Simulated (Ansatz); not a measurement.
# FeO (Fm-3m) in Ansatz: further runs

One crystal, FeO, is run at these levels: PBE; tasks: single point, equation of state.

All numbers are computed with Ansatz 0.2.0; they aren't measurements. Logs are shortened: lines on timing, memory, paths and dates and some standing lists are left out, and cuts for length are marked.

### 1 The structure

Symmetry: Fm-3m, No. 225, cubic system. The conventional cell has a = 4.311 Å, b = 4.311 Å, c = 4.311 Å, α = 90.00°, β = 90.00°, γ = 90.00°. Around Fe (site symmetry m-3m) lie 6 O at 2.16 Å. Around O (site symmetry m-3m) lie 6 Fe at 2.16 Å.

### 2 Single point, PBE, collinear spin, ferromagnetic start, 9.41 Å³/atom (volume scaled by 0.94)

Contents of input.yaml:

```yaml
crystal:
  lattice:
    - [0.0, 2.1114000555, 2.1114000555]
    - [2.1114000555, 0.0, 2.1114000555]
    - [2.1114000555, 2.1114000555, 0.0]
  atoms:
    - { symbol: Fe, position: [0.0, 0.0, 0.0], spin: 3.0 }
    - { symbol: O, position: [0.5, 0.5, 0.5] }
hamiltonian:
  xc: pbe
  pseudopotentials: { kind: nc, source: spms }
magnetization:
  spin_polarized: true
kpoints:
  mp_grid: { grid: [11, 11, 11] }
scf:
  occupations: { method: fermi_dirac, width: 0.05 }
output:
  forces: true
  stress: true
  eigenvalues: true
  write_density: true
  write_potential: true
  elf: true
  volumetric_format: npy
```

Potentials or basis: SPMS NC.

Command:

```console
$ ansatz run input.yaml --threads 2 --pin off --max-ram 5632MiB --backend cpu --events-out ev --progress --plain --runs-dir out
```

The log of the run:

```text
Warning: RAYON_NUM_THREADS=2 ignored (pool sized by the plan → 2); use --threads N
Engine: ansatz 0.2.0, x86_64-unknown-linux-gnu
Pseudopotentials: kind: nc
Pseudopotential: Fe, nc, valence charge 16, recommended cutoff 870.764359871616 eV (normal), Fe.nc.azcp
Pseudopotential: O, nc, valence charge 6, recommended cutoff 1034.032677347544 eV (normal), O.nc.azcp
Functional definition: PBE
  parameter kappa = 0.804
  parameter beta = 0.06672455060314922
  exchange = pbe_x(kappa = kappa, mu = beta*pi^2/3)
  correlation = pbe_c(beta = beta)
Crystal: 2 atoms, lattice volume = 18.825 Å³
Basis set: ecut = 1034.032677347544 eV, 1411 PW (Γ), exchange–correlation on 64×64×64 points (8 copies of the dense FFT grid, shifted against one another)
Bands: 17, of which v1, the nominal top of the filled ones, is band 11 counted from 1 (10 counted from 0)
Symmetry: 48 space group operations
Space group: Fm-3m (ITA 225), of the structure as read, at distance tolerance 2.7e-5 Å
Magnetic group: BNS 225.116 (UNI 1618), of the structure as read, at distance tolerance 2.7e-5 Å
k-points: 56 of 1331
Non-local potential: Fe, projectors of the file, l = 0: 2, l = 1: 2, l = 2: 2
Non-local potential: O, projectors of the file, l = 0: 2, l = 1: 2, l = 2: 1
Initial density: superposition of atomic densities (chi_scale 0.1, normalization cell, long waves kept (reshape's long-wave potential 0.00 eV rms))
Starting moments: Σ|m| = 3 μB on 1 of 2 sites
Initial wavefunctions: pseudopotential atomic-orbital guess
Functional: x = pbe(κ = 0.804, μ = 0.2195149727645171), c = pbe(β = 0.06672455060314922)
SCF iter   1: F=—  HF=-3637.694197 eV  |F-HF|=—  |Δ(HF+E_count)|=         —  Δρ=2.08e-1 (↑1.34e-1 ↓2.08e-1)  dr2=1.38e1  dr2_m=1.81e0  M=2.231 μB ∫|m|=2.231 μB  β_m=0.30  ethr=3.10e-3  ⟨swp⟩=5.3  Hψ=8421  notcnv=0
preconditioner: auto → none  [metal: Δε(μ)=0.007 eV  Ē_g=13.828 eV  σ=0.050 eV  W_gap=0.04  n_scr=8 (ndim 8)  ℏωp=32.0 eV  f_vac=0.000  D(μ)=2.99/eV (n_scr^D=58)  sad-step TF]
SCF iter   2: F=—  HF=-3636.018432 eV  |F-HF|=—  |Δ(HF+E_count)|=    1.68e0  Δρ=9.31e-2 (↑9.31e-2 ↓7.28e-2)  dr2=4.06e-1  dr2_m=1.02e0  M=3.250 μB ∫|m|=3.250 μB  β_m=1.00  ethr=3.10e-3  ⟨swp⟩=3.3  Hψ=4428  notcnv=0  defer=51
spin-set hold released at iteration 2 (site moments show no strong build): the magnetisation degrees of freedom join the quasi-Newton model from the next iteration; the mixer history was kept
SCF iter   3: F=—  HF=-3636.380089 eV  |F-HF|=—  |Δ(HF+E_count)|=   3.62e-1  Δρ=5.35e-2 (↑5.35e-2 ↓3.90e-2)  dr2=1.52e-1  dr2_m=3.34e-1  M=3.872 μB ∫|m|=3.875 μB  β_m=0.30  ethr=1.84e-3  ⟨swp⟩=3.0  Hψ=4561  notcnv=0  defer=39
SCF iter   4: F=—  HF=-3636.466864 eV  |F-HF|=—  |Δ(HF+E_count)|=   8.68e-2  Δρ=2.91e-2 (↑2.66e-2 ↓2.91e-2)  dr2=5.19e-2  dr2_m=1.20e-1  M=3.998 μB ∫|m|=4.007 μB  β_m=0.45  ethr=6.90e-4  ⟨swp⟩=2.5  Hψ=3491  notcnv=0  defer=39
SCF iter   5: F=—  HF=-3636.475621 eV  |F-HF|=—  |Δ(HF+E_count)|=   8.76e-3  Δρ=1.30e-2 (↑1.30e-2 ↓1.24e-2)  dr2=6.52e-3  dr2_m=2.61e-2  M=3.999 μB ∫|m|=4.009 μB  β_m=0.60  ethr=2.36e-4  ⟨swp⟩=2.0  Hψ=2468  notcnv=0  defer=39
SCF iter   6: F=—  HF=-3636.483061 eV  |F-HF|=—  |Δ(HF+E_count)|=   7.44e-3  Δρ=1.73e-3 (↑1.73e-3 ↓1.59e-3)  dr2=2.55e-4  dr2_m=2.62e-4  M=4.000 μB ∫|m|=4.015 μB  β_m=0.59  ethr=2.97e-5  ⟨swp⟩=2.2  Hψ=3638  notcnv=0  defer=46
SCF iter   7: F=—  HF=-3636.483121 eV  |F-HF|=—  |Δ(HF+E_count)|=   6.05e-5  Δρ=9.19e-4 (↑7.47e-4 ↓9.19e-4)  dr2=5.92e-5  dr2_m=7.95e-5  M=4.000 μB ∫|m|=4.015 μB  β_m=0.71  ethr=1.16e-6  ⟨swp⟩=2.6  Hψ=3217  notcnv=0  defer=46
SCF iter   8: F=—  HF=-3636.483147 eV  |F-HF|=—  |Δ(HF+E_count)|=   2.52e-5  Δρ=4.07e-4 (↑1.95e-4 ↓4.07e-4)  dr2=1.79e-5  dr2_m=1.38e-5  M=4.000 μB ∫|m|=4.015 μB  β_m=0.86  ethr=2.69e-7  ⟨swp⟩=1.5  Hψ=2324  notcnv=0  defer=46
SCF iter   9: F=—  HF=-3636.483148 eV  |F-HF|=—  |Δ(HF+E_count)|=   1.53e-6  Δρ=1.37e-4 (↑9.39e-5 ↓1.37e-4)  dr2=4.00e-6  dr2_m=1.51e-6  M=4.000 μB ∫|m|=4.016 μB  β_m=0.88  ethr=8.14e-8  ⟨swp⟩=1.6  Hψ=2111  notcnv=0  defer=46
SCF iter  10: F=—  HF=-3636.483147 eV  |F-HF|=—  |Δ(HF+E_count)|=   5.40e-7  Δρ=5.84e-5 (↑5.84e-5 ↓4.76e-5)  dr2=4.38e-7  dr2_m=3.29e-7  M=4.000 μB ∫|m|=4.016 μB  β_m=0.67  ethr=1.82e-8  ⟨swp⟩=2.2  Hψ=2456  notcnv=0  defer=46
SCF iter  11: F=—  HF=-3636.483147 eV  |F-HF|=—  |Δ(HF+E_count)|=   2.27e-8  Δρ=1.84e-5 (↑1.84e-5 ↓1.66e-5)  dr2=1.23e-8  dr2_m=4.24e-8  M=4.000 μB ∫|m|=4.016 μB  β_m=0.84  ethr=4.55e-10  ⟨swp⟩=9.3  Hψ=10252  notcnv=0
SCF iter  12: F=-3636.483147 eV  HF=-3636.483147 eV  |F-HF|=5.91e-12  |Δ(HF+E_count)|=   1.14e-8  Δρ=8.75e-7 (↑8.75e-7 ↓4.22e-7)  dr2=6.14e-11  dr2_m=5.87e-11  M=4.000 μB ∫|m|=4.015 μB  ethr=5.59e-11  ⟨swp⟩=6.0  Hψ=8109  notcnv=0
SCF 1 converged in 12 iterations: F = -3636.483147 eV  dr2 = 6.14e-11
SCF converged after 12 iterations
Magnetization: 3.9999 μB (12.9999 up, 9.0001 down)
Absolute magnetization: 4.0155 μB (∫|ρ↑−ρ↓|)
Spin contamination: 0.0104 ħ² per cell (⟨S²⟩ above its minimum at these occupations)
Per-site moments (μB) at R_I (Å): [(3.4105325084036604, 0.87095252289375), (0.3411317194844636, 0.87095252289375)]
Free energy (F): -3636.483147 eV
Harris-Foulkes:  -3636.483147 eV  (|F-HF|=5.91e-12)
Internal energy: -3636.472286 eV  (E = F + TS)
E sigma→0 (E₀):  -3636.477717 eV
Entropy (-TS):   -0.010861 eV (-5.431 meV/atom)
Fermi energy:    16.689503 eV
--- Per-component energies (eV) ---
  E_band       = -225.600064
  E_kinetic    = 1569.577868
  E_local      = -1869.004065  (includes V_loc(G=0)·N_el)
  E_nonlocal   = -964.410244
  E_hartree    = 807.419799
  E_xc         = -540.720116
  E_vxc        = -576.603291  (∫ρ·V_xc dr)
  E_ewald      = -2639.335529
  E_smearing   = -0.010861  (= −TS)
  E_closure    = 0.000000  (closes the sum)
  Σ components = -3636.483147   (vs F -3636.483147, Δ=0.00e0)
--- Forces (eV/Å), atoms counted from 1 ---
  atom   1  Fe    -0.00000000     0.00000000     0.00000000
  atom   2  O      0.00000000    -0.00000000    -0.00000000
  max |Σ_I F_I| component: 7.02e-29 eV/Å
--- Stress (GPa, compression-positive) ---
       12.696463       0.000000      -0.000000
        0.000000      12.696463       0.000000
       -0.000000      -0.000000      12.696463
  P = ⅓ Tr σ = 12.6965 GPa (126.965 kbar)
--- Band table (eV; the first three rows and the last of 112) ---
  k-point 0 ↑: bands = ["-72.6466", "-39.1657", "-39.1657", "-39.1657", "-4.5134", "12.5502", "12.5502", "12.5502", "12.6296", "12.6296", "12.6296", "12.7843", "12.7843", "17.1898", "32.3347", "34.2372", "34.2372"]
  k-point 1 ↑: bands = ["-72.6460", "-39.1713", "-39.1664", "-39.1664", "-4.4217", "11.6712", "11.7691", "11.7691", "12.6419", "12.6419", "12.9943", "13.6605", "13.6605", "17.7544", "31.0392", "34.0167", "34.0167"]
  k-point 2 ↑: bands = ["-72.6444", "-39.1864", "-39.1684", "-39.1684", "-4.1660", "10.3821", "10.9593", "10.9593", "12.8197", "12.8197", "13.2380", "14.5884", "14.5884", "18.9398", "29.0412", "33.0756", "33.0756"]
  k-point 55 ↓: bands = ["-69.9534", "-35.5520", "-35.5483", "-35.5266", "-2.4902", "10.0836", "10.1583", "10.9893", "16.4555", "16.8238", "17.4878", "17.9699", "18.7064", "26.0504", "26.7152", "26.7400", "30.4704"]
```

Wall time 4.5 s (2 threads of Intel Xeon Platinum 8259CL at 2.50GHz (Skylake/Cascade Lake), shared host); peak memory 0.42 GiB.

What came out:

- Free energy: -3636.4831 eV
- Pressure: 12.7 GPa
- Band gap on the k mesh: none (metal or under the smearing width)
- Net moment: 4.00 μB per cell
- Absolute moment: 4.02 μB per cell
- Site moments: Fe +3.41; O +0.34 μB

Caveat: the pressure holds a Pulay correction of +0.4 GPa for the finite cutoff; a cell with one magnetic atom can't hold antiferromagnetic order, which such compounds often take; semilocal functionals often make such compounds metallic where correlation or magnetic order opens a gap, which also shifts bond lengths.

### 3 Single point, PBE, collinear spin, ferromagnetic start, 9.61 Å³/atom (volume scaled by 0.96)

input.yaml: that of step 2 with these lines changed.

```diff
@@ -2,5 +2,5 @@
   lattice:
-    - [0.0, 2.1114000555, 2.1114000555]
-    - [2.1114000555, 0.0, 2.1114000555]
-    - [2.1114000555, 2.1114000555, 0.0]
+    - [0.0, 2.1262695598, 2.1262695598]
+    - [2.1262695598, 0.0, 2.1262695598]
+    - [2.1262695598, 2.1262695598, 0.0]
   atoms:
@@ -21,5 +21 @@
   eigenvalues: true
-  write_density: true
-  write_potential: true
-  elf: true
-  volumetric_format: npy
```

Potentials or basis: SPMS NC.

Command:

```console
$ ansatz run input.yaml --threads 2 --pin off --max-ram 5632MiB --backend cpu --events-out ev --progress --plain --runs-dir out
```

It took 3.4 s on 2 threads of Intel Xeon Platinum 8259CL at 2.50GHz (Skylake/Cascade Lake), shared host; peak memory 0.42 GiB.

The run converged. Its results:

- Free energy: -3636.5087 eV
- Pressure: 7.9 GPa
- Band gap on the k mesh: none (metal or under the smearing width)
- Net moment: 4.00 μB per cell
- Absolute moment: 4.02 μB per cell
- Site moments: Fe +3.42; O +0.34 μB

Caveat: the pressure holds a Pulay correction of +0.4 GPa for the finite cutoff; a cell with one magnetic atom can't hold antiferromagnetic order, which such compounds often take; semilocal functionals often make such compounds metallic where correlation or magnetic order opens a gap, which also shifts bond lengths.

### 4 Single point, PBE, collinear spin, ferromagnetic start, 9.81 Å³/atom (volume scaled by 0.98)

input.yaml: that of step 3 with these lines changed.

```diff
@@ -2,5 +2,5 @@
   lattice:
-    - [0.0, 2.1262695598, 2.1262695598]
-    - [2.1262695598, 0.0, 2.1262695598]
-    - [2.1262695598, 2.1262695598, 0.0]
+    - [0.0, 2.1409339512, 2.1409339512]
+    - [2.1409339512, 0.0, 2.1409339512]
+    - [2.1409339512, 2.1409339512, 0.0]
   atoms:
```

Command:

```console
$ ansatz run input.yaml --threads 2 --pin off --max-ram 5632MiB --backend cpu --events-out ev --progress --plain --runs-dir out
```

It took 3.9 s on 2 threads of Intel Xeon Platinum 8259CL at 2.50GHz (Skylake/Cascade Lake), shared host; peak memory 0.4 GiB.

Results (log left out):

```yaml
Free_energy: -3636.5229 eV
Pressure: 3.5 GPa
Band_gap_on_the_k_mesh: none (metal or under the smearing width)
Net_moment: 4.00 μB per cell
Absolute_moment: 4.02 μB per cell
Site_moments: Fe +3.43; O +0.33 μB
```

Caveat: the pressure holds a Pulay correction of +0.4 GPa for the finite cutoff; a cell with one magnetic atom can't hold antiferromagnetic order, which such compounds often take; semilocal functionals often make such compounds metallic where correlation or magnetic order opens a gap, which also shifts bond lengths.

### 5 Single point, PBE, collinear spin, ferromagnetic start, 10.01 Å³/atom

input.yaml: that of step 4 with these lines changed.

```diff
@@ -2,5 +2,5 @@
   lattice:
-    - [0.0, 2.1409339512, 2.1409339512]
-    - [2.1409339512, 0.0, 2.1409339512]
-    - [2.1409339512, 2.1409339512, 0.0]
+    - [0.0, 2.15540016, 2.15540016]
+    - [2.15540016, 0.0, 2.15540016]
+    - [2.15540016, 2.15540016, 0.0]
   atoms:
```

Command:

```console
$ ansatz run input.yaml --threads 2 --pin off --max-ram 5632MiB --backend cpu --events-out ev --progress --plain --runs-dir out
```

Run time: 3.7 s. Hardware: 2 threads of Intel Xeon Platinum 8259CL at 2.50GHz (Skylake/Cascade Lake), shared host; peak memory 0.42 GiB.

It converged, with:

```
Free energy            : -3636.5268 eV
Pressure               : -0.3 GPa
Band gap on the k mesh : none (metal or under the smearing width)
Net moment             : 4.00 μB per cell
Absolute moment        : 4.02 μB per cell
Site moments           : Fe +3.44; O +0.33 μB
```

Caveat: the pressure holds a Pulay correction of +0.4 GPa for the finite cutoff; a cell with one magnetic atom can't hold antiferromagnetic order, which such compounds often take; semilocal functionals often make such compounds metallic where correlation or magnetic order opens a gap, which also shifts bond lengths.

### 6 Single point, PBE, collinear spin, ferromagnetic start, 10.21 Å³/atom (volume scaled by 1.02)

input.yaml: that of step 5 with these lines changed.

```diff
@@ -2,5 +2,5 @@
   lattice:
-    - [0.0, 2.15540016, 2.15540016]
-    - [2.15540016, 0.0, 2.15540016]
-    - [2.15540016, 2.15540016, 0.0]
+    - [0.0, 2.1696747492, 2.1696747492]
+    - [2.1696747492, 0.0, 2.1696747492]
+    - [2.1696747492, 2.1696747492, 0.0]
   atoms:
```

Potentials or basis: SPMS NC.

Command:

```console
$ ansatz run input.yaml --threads 2 --pin off --max-ram 5632MiB --backend cpu --events-out ev --progress --plain --runs-dir out
```

Run time: 3.8 s. Hardware: 2 threads of Intel Xeon Platinum 8259CL at 2.50GHz (Skylake/Cascade Lake), shared host; peak memory 0.44 GiB.

It converged, with:

* Free energy: -3636.5216 eV
* Pressure: -3.8 GPa
* Band gap on the k mesh: none (metal or under the smearing width)
* Net moment: 4.00 μB per cell
* Absolute moment: 4.02 μB per cell
* Site moments: Fe +3.45; O +0.32 μB

Caveat: the pressure holds a Pulay correction of +0.4 GPa for the finite cutoff; a cell with one magnetic atom can't hold antiferromagnetic order, which such compounds often take; semilocal functionals often make such compounds metallic where correlation or magnetic order opens a gap, which also shifts bond lengths.

### 7 Single point, PBE, collinear spin, ferromagnetic start, 10.41 Å³/atom (volume scaled by 1.04)

input.yaml: that of step 6 with these lines changed.

```diff
@@ -2,5 +2,5 @@
   lattice:
-    - [0.0, 2.1696747492, 2.1696747492]
-    - [2.1696747492, 0.0, 2.1696747492]
-    - [2.1696747492, 2.1696747492, 0.0]
+    - [0.0, 2.1837639411, 2.1837639411]
+    - [2.1837639411, 0.0, 2.1837639411]
+    - [2.1837639411, 2.1837639411, 0.0]
   atoms:
```

Command:

```console
$ ansatz run input.yaml --threads 2 --pin off --max-ram 5632MiB --backend cpu --events-out ev --progress --plain --runs-dir out
```

It took 3.6 s on 2 threads of Intel Xeon Platinum 8259CL at 2.50GHz (Skylake/Cascade Lake), shared host; peak memory 0.45 GiB.

It converged, with:

| Item | Value |
| --- | --- |
| Free energy | -3636.5082 eV |
| Pressure | -6.9 GPa |
| Band gap on the k mesh | none (metal or under the smearing width) |
| Net moment | 4.00 μB per cell |
| Absolute moment | 4.02 μB per cell |
| Site moments | Fe +3.46; O +0.32 μB |

Caveat: the pressure holds a Pulay correction of +0.4 GPa for the finite cutoff; a cell with one magnetic atom can't hold antiferromagnetic order, which such compounds often take; semilocal functionals often make such compounds metallic where correlation or magnetic order opens a gap, which also shifts bond lengths.

### 8 Single point, PBE, collinear spin, ferromagnetic start, 10.61 Å³/atom (volume scaled by 1.06)

input.yaml: that of step 7 with these lines changed.

```diff
@@ -2,5 +2,5 @@
   lattice:
-    - [0.0, 2.1837639411, 2.1837639411]
-    - [2.1837639411, 0.0, 2.1837639411]
-    - [2.1837639411, 2.1837639411, 0.0]
+    - [0.0, 2.1976736406, 2.1976736406]
+    - [2.1976736406, 0.0, 2.1976736406]
+    - [2.1976736406, 2.1976736406, 0.0]
   atoms:
@@ -21 +21,5 @@
   eigenvalues: true
+  write_density: true
+  write_potential: true
+  elf: true
+  volumetric_format: npy
```

Command:

```console
$ ansatz run input.yaml --threads 2 --pin off --max-ram 5632MiB --backend cpu --events-out ev --progress --plain --runs-dir out
```

It took 4.8 s on 2 threads of Intel Xeon Platinum 8259CL at 2.50GHz (Skylake/Cascade Lake), shared host; peak memory 0.45 GiB.

It converged, with:

| Item | Value |
| --- | --- |
| Free energy | -3636.4874 eV |
| Pressure | -9.7 GPa |
| Band gap on the k mesh | none (metal or under the smearing width) |
| Net moment | 4.00 μB per cell |
| Absolute moment | 4.02 μB per cell |
| Site moments | Fe +3.47; O +0.31 μB |

Caveat: the pressure holds a Pulay correction of +0.4 GPa for the finite cutoff; a cell with one magnetic atom can't hold antiferromagnetic order, which such compounds often take; semilocal functionals often make such compounds metallic where correlation or magnetic order opens a gap, which also shifts bond lengths.

### 9 Equation of state, PBE, collinear spin, ferromagnetic start

Potentials or basis: SPMS NC.

No new run: the results of the series are fitted here.

What came out:

```
Equilibrium volume                      : 10.00 Å³/atom
Bulk modulus                            : 184 GPa
Pressure derivative of the bulk modulus : 4.5
```

Energy against volume, from the lowest point:
| volume (Å³/atom) | energy (meV/atom) |
| --- | --- |
| 9.413 | 21.84 |
| 9.613 | 9.04 |
| 9.813 | 1.95 |
| 10.013 | 0.00 |
| 10.214 | 2.60 |
| 10.414 | 9.32 |
| 10.614 | 19.70 |
